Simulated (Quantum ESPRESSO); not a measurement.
## W under changes of volume

One of the cells (15.848 Å³/atom); the others are scaled copies at fixed shape and fractional positions:

```
CELL_PARAMETERS angstrom
-1.58234 1.58234 1.58234
1.58234 -1.58234 1.58234
1.58234 1.58234 -1.58234
ATOMIC_POSITIONS crystal
W 0.00000 0.00000 0.00000
```

```yaml
Program: Quantum ESPRESSO 7.5
Functional: LDA
Potentials_or_basis: PseudoDojo 0.4.1 SR LDA standard
Cutoff: 952 eV
Density_cutoff: 3810 eV
k_mesh: 12 × 12 × 12
Occupations: fermi-dirac, width 0.05 eV
Spin: no spin polarisation
```

```csv
volume (Å³/atom),energy over the lowest point (meV/atom),pressure (GPa)
14.897,13.26,10.4
15.214,0.00,3.0
15.531,0.68,-3.7
15.848,13.97,-9.8
16.165,38.64,-15.3
16.482,73.58,-20.2
16.798,?,?
```

Problem. What does the run at 16.798 Å³/atom give?

Solution. Energy over the lowest point 117.80 meV/atom; pressure -24.7 GPa.

Worked out: A Birch-Murnaghan fit of order 3 (a polynomial in V^(-2/3)) to the other rows has its minimum at 15.35 Å³/atom with B0 = V·E''(V) = 326 GPa and B' = 4.0. It gives 117.66 meV/atom at 16.798 Å³/atom, against the run's 117.80, and -dE/dV = -24.5 GPa, against -24.7.

Energies are extrapolated to zero smearing.
